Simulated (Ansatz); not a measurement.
# F: strong compression

Aim: compress F (hcp type) step by step, far beyond the usual range, and follow pressure and electronic structure. Methods of the runs shown: LAPW, crystal datasets and norm-conserving. Companion runs by PAW are cited. Its runs: the reference run (LAPW); volume scaled by 1 (crystal datasets and norm-conserving); volume scaled by 0.95 (LAPW); volume scaled by 0.85 (LAPW); volume scaled by 0.75 (LAPW); volume scaled by 0.65 (LAPW and crystal datasets); volume scaled by 0.55 (LAPW); volume scaled by 0.45 (LAPW); volume scaled by 0.4 (LAPW, crystal datasets and norm-conserving).

Computed with Ansatz 0.2.0 (DFT PBE, with the methods named in each step, unless a step's input says otherwise).

## (1) The structure to begin with

The structure is hexagonal, space group P6_3/mmc (No. 194). The conventional cell has a = 2.901 Å, b = 2.901 Å, c = 2.912 Å, α = 90.00°, β = 90.00°, γ = 120.00°. F (site symmetry -6m2) is surrounded by 6 F at 2.22 Å.

As a file:

```cif
data_structure
_symmetry_space_group_name_H-M 'P6_3/mmc'
_symmetry_Int_Tables_number 194
_cell_length_a 2.9006
_cell_length_b 2.9006
_cell_length_c 2.9124
_cell_angle_alpha 90.000
_cell_angle_beta 90.000
_cell_angle_gamma 120.000
_cell_volume 21.22
loop_
_atom_site_label
_atom_site_type_symbol
_atom_site_symmetry_multiplicity
_atom_site_Wyckoff_symbol
_atom_site_fract_x
_atom_site_fract_y
_atom_site_fract_z
_atom_site_occupancy
F1 F 2 c 0.33333 0.66667 0.25000 1
```

The file gives the conventional cell by its symmetry; the runs use the cell typed in the input.

Whether this phase is the stable one at these pressures isn't tested.

Atoms are numbered in the order of the input: F1, F2.

## (2) The reference volume, LAPW

input.yaml

```yaml
crystal:
  lattice:
    - [2.9006475341, 0.0, 0.0]
    - [-1.4503237671, 2.512034452, 0.0]
    - [0.0, 0.0, 2.9123614144]
  atoms:
    - { symbol: F, position: [0.3333333333, 0.6666666667, 0.25] }
    - { symbol: F, position: [0.6666666667, 0.3333333333, 0.75] }
kpoints:
  mp_grid: { grid: [18, 18, 10] }
  band_path:
    path:
      - [0.0, 0.0, 0.0]
      - [0.5, 0.0, 0.0]
      - [0.3333333333, 0.3333333333, 0.0]
      - [0.0, 0.0, 0.0]
      - [0.0, 0.0, 0.5]
      - [0.5, 0.0, 0.5]
      - [0.3333333333, 0.3333333333, 0.5]
      - [0.0, 0.0, 0.5]
      - [0.5, 0.0, 0.5]
    npoints: 14
scf:
  occupations: { method: fermi_dirac, width: 0.05 }
hamiltonian:
  xc: pbe
  pseudopotentials: { kind: all_electron, lapw: { basis_error: 0.001 } }
output:
  forces: true
  stress: true
  eigenvalues: true
  populations: true
  dos: { projected: true, de: 0.2, e_range: [-14, 8] }
```

The run is started by

```bash
> ansatz run input.yaml --threads 1 --pin off --max-ram 2048MiB --backend cpu --events-out ev --progress --plain --runs-dir out
```

## (3) Volume scaled by 1, crystal datasets

input.yaml

```yaml
crystal:
  lattice:
    - [2.9006475341, 0.0, 0.0]
    - [-1.4503237671, 2.512034452, 0.0]
    - [0.0, 0.0, 2.9123614144]
  atoms:
    - { symbol: F, position: [0.3333333333, 0.6666666667, 0.25] }
    - { symbol: F, position: [0.6666666667, 0.3333333333, 0.75] }
kpoints:
  mp_grid: { grid: [18, 18, 10] }
scf:
  occupations: { method: fermi_dirac, width: 0.05 }
hamiltonian:
  xc: pbe
  pseudopotentials: { kind: all_electron, datasets: crystal }
output:
  forces: true
  stress: true
  eigenvalues: true
```

## (4) Volume scaled by 1, norm-conserving

input.yaml: that of step 3 with these lines changed.

```diff
@@ -14,3 +14,3 @@
   xc: pbe
-  pseudopotentials: { kind: all_electron, datasets: crystal }
+  pseudopotentials: { kind: nc }
 output:
```

## (5) Volume scaled by 0.95, LAPW

input.yaml

```yaml
crystal:
  lattice:
    - [2.8329486958, 0.0, 0.0]
    - [-1.4164743479, 2.4534055381, 0.0]
    - [0.0, 0.0, 2.9005567965]
  atoms:
    - { symbol: F, position: [0.3333333333, 0.6666666667, 0.25] }
    - { symbol: F, position: [0.6666666667, 0.3333333333, 0.75] }
kpoints:
  mp_grid: { grid: [18, 18, 10] }
scf:
  occupations: { method: fermi_dirac, width: 0.05 }
hamiltonian:
  xc: pbe
  pseudopotentials: { kind: all_electron, lapw: { basis_error: 0.001 } }
output:
  forces: true
  stress: true
  eigenvalues: true
  populations: true
```

## (6) Volume scaled by 0.85, LAPW

input.yaml: that of step 5 with these lines changed.

```diff
@@ -2,5 +2,5 @@
   lattice:
-    - [2.8329486958, 0.0, 0.0]
-    - [-1.4164743479, 2.4534055381, 0.0]
-    - [0.0, 0.0, 2.9005567965]
+    - [2.682691364, 0.0, 0.0]
+    - [-1.341345682, 2.3232788717, 0.0]
+    - [0.0, 0.0, 2.8940943882]
   atoms:
```

## (7) Volume scaled by 0.75, LAPW

input.yaml: that of step 6 with these lines changed.

```diff
@@ -2,5 +2,5 @@
   lattice:
-    - [2.682691364, 0.0, 0.0]
-    - [-1.341345682, 2.3232788717, 0.0]
-    - [0.0, 0.0, 2.8940943882]
+    - [2.5228476722, 0.0, 0.0]
+    - [-1.2614238361, 2.184850174, 0.0]
+    - [0.0, 0.0, 2.8874494734]
   atoms:
```

## (8) Volume scaled by 0.65, LAPW

input.yaml: that of step 7 with these lines changed.

```diff
@@ -2,5 +2,5 @@
   lattice:
-    - [2.5228476722, 0.0, 0.0]
-    - [-1.2614238361, 2.184850174, 0.0]
-    - [0.0, 0.0, 2.8874494734]
+    - [2.3557002896, 0.0, 0.0]
+    - [-1.1778501448, 2.0400962944, 0.0]
+    - [0.0, 0.0, 2.8701756379]
   atoms:
```

## (9) Volume scaled by 0.65, crystal datasets

input.yaml: that of step 8 with these lines changed.

```diff
@@ -14,3 +14,3 @@
   xc: pbe
-  pseudopotentials: { kind: all_electron, lapw: { basis_error: 0.001 } }
+  pseudopotentials: { kind: all_electron, datasets: crystal }
 output:
@@ -19,2 +19 @@
   eigenvalues: true
-  populations: true
```

## (10) Volume scaled by 0.55, LAPW

input.yaml

```yaml
crystal:
  lattice:
    - [2.1796334013, 0.0, 0.0]
    - [-1.0898167006, 1.8876178965, 0.0]
    - [0.0, 0.0, 2.8368146969]
  atoms:
    - { symbol: F, position: [0.3333333333, 0.6666666667, 0.25] }
    - { symbol: F, position: [0.6666666667, 0.3333333333, 0.75] }
kpoints:
  mp_grid: { grid: [18, 18, 10] }
scf:
  occupations: { method: fermi_dirac, width: 0.05 }
hamiltonian:
  xc: pbe
  pseudopotentials: { kind: all_electron, lapw: { basis_error: 0.001 } }
output:
  forces: true
  stress: true
  eigenvalues: true
  populations: true
```

## (11) Volume scaled by 0.45, LAPW

input.yaml: that of step 10 with these lines changed.

```diff
@@ -2,5 +2,5 @@
   lattice:
-    - [2.1796334013, 0.0, 0.0]
-    - [-1.0898167006, 1.8876178965, 0.0]
-    - [0.0, 0.0, 2.8368146969]
+    - [1.9989023011, 0.0, 0.0]
+    - [-0.9994511506, 1.7311001724, 0.0]
+    - [0.0, 0.0, 2.7597171071]
   atoms:
```

## (12) Volume scaled by 0.4, LAPW

input.yaml: that of step 11 with these lines changed.

```diff
@@ -2,5 +2,5 @@
   lattice:
-    - [1.9989023011, 0.0, 0.0]
-    - [-0.9994511506, 1.7311001724, 0.0]
-    - [0.0, 0.0, 2.7597171071]
+    - [1.9059613511, 0.0, 0.0]
+    - [-0.9529806756, 1.6506109487, 0.0]
+    - [0.0, 0.0, 2.6981556504]
   atoms:
@@ -10,2 +10,14 @@
   mp_grid: { grid: [18, 18, 10] }
+  band_path:
+    path:
+      - [0.0, 0.0, 0.0]
+      - [0.5, 0.0, 0.0]
+      - [0.3333333333, 0.3333333333, 0.0]
+      - [0.0, 0.0, 0.0]
+      - [0.0, 0.0, 0.5]
+      - [0.5, 0.0, 0.5]
+      - [0.3333333333, 0.3333333333, 0.5]
+      - [0.0, 0.0, 0.5]
+      - [0.5, 0.0, 0.5]
+    npoints: 8
 scf:
@@ -20 +32,2 @@
   populations: true
+  dos: { projected: true, de: 0.2, e_range: [-14, 8] }
```

## (13) Volume scaled by 0.4, crystal datasets

input.yaml

```yaml
crystal:
  lattice:
    - [1.9059613511, 0.0, 0.0]
    - [-0.9529806756, 1.6506109487, 0.0]
    - [0.0, 0.0, 2.6981556504]
  atoms:
    - { symbol: F, position: [0.3333333333, 0.6666666667, 0.25] }
    - { symbol: F, position: [0.6666666667, 0.3333333333, 0.75] }
kpoints:
  mp_grid: { grid: [18, 18, 10] }
scf:
  occupations: { method: fermi_dirac, width: 0.05 }
hamiltonian:
  xc: pbe
  pseudopotentials: { kind: all_electron, datasets: crystal }
output:
  forces: true
  stress: true
  eigenvalues: true
```

## (14) Volume scaled by 0.4, norm-conserving

input.yaml: that of step 13 with these lines changed.

```diff
@@ -14,3 +14,3 @@
   xc: pbe
-  pseudopotentials: { kind: all_electron, datasets: crystal }
+  pseudopotentials: { kind: nc }
 output:
```

(Steps that only read results are left out.)

What does the calculation give? Wanted: LAPW pressure at 0.4 of the volume; PAW pressure at 0.4 of the volume; PAW; crystal datasets pressure at 0.4 of the volume; norm-conserving pressure at 0.4 of the volume; fitted bulk modulus at zero pressure.

As calculated:

| quantity | value |
| --- | --- |
| LAPW pressure at 0.4 of the volume | 424.8 GPa |
| PAW pressure at 0.4 of the volume | 424.7 GPa |
| PAW (level accurate) pressure at 0.4 of the volume | 424.8 GPa |
| crystal datasets pressure at 0.4 of the volume | 424.8 GPa |
| norm-conserving pressure at 0.4 of the volume | 424.2 GPa |
| fitted bulk modulus at zero pressure (LAPW) | 53 GPa |
| its pressure derivative | 4.63 |

At 0.4 of the starting volume LAPW gives 425 GPa. A third-order Birch-Murnaghan curve fits the range only roughly (B₀ = 53 GPa, B′ = 4.63, misfit at most 1.88 GPa). A fit over so wide a range leans to the high pressures, so B₀ can be off by several per cent. Where LAPW's pressure is over 3 GPa, PAW's departs from it by at most 0.8 %, at 0.85 of the volume. The ions are at rest, and the electrons smeared by 0.05 eV.
